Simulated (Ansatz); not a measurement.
Runs of Ansatz 0.2.0 on TaN. The structure is cubic, space group Fm-3m (No. 225). Conventional cell: a = 4.423 Å, b = 4.423 Å, c = 4.423 Å, α = 90.00°, β = 90.00°, γ = 90.00°. Ta (site symmetry m-3m) is surrounded by 6 N at 2.21 Å. Around N (site symmetry m-3m) lie 6 Ta at 2.21 Å. The cell comes from a database or a generator and needn't be the stable form of this composition.

```csv
task,level,cell,k mesh,smearing,atoms under strain,gap on the mesh (eV),pressure (GPa),relaxed volume (Å³/atom)
single point,PBE,as given,10 × 10 × 10,gaussian 0.03 eV,-,none,-1.4,-
relaxation of cell and atoms,BLYP+D4,relaxed,10 × 10 × 10,fermi-dirac 0.05 eV,-,-,0.0,10.82
elastic constants,PBE,as given,7 × 7 × 7,fermi-dirac 0.05 eV,relaxed,none,-1.4,-
relaxation of cell and atoms,RPBE+D4,relaxed,10 × 10 × 10,fermi-dirac 0.05 eV,-,-,0.0,(a)
single point,PBE,as given,10 × 10 × 10,gaussian 0.029 eV,-,none,-1.4,-
```

Alike in all rows: potentials or basis Ansatz PAW; no spin polarisation; cutoff (eV) 420.

Fill in the values left out.

(a) 10.56.

Caveats: the plane-wave basis is chosen anew once the cell has moved, so the energies of steps on either side of that aren't comparable (some runs); the PAW data sets come from PBE, with cores solved anew for the run's functional, which leaves a small shift of forces and pressure (some runs); the elastic tensor has a negative eigenvalue, so either the cell is unstable as it stands or the mesh is too thin (some runs).

A k mesh can miss the band edges, and the runs leave out spin-orbit coupling on Ta.

A gap of «none» marks a metal or a gap under the smearing width.
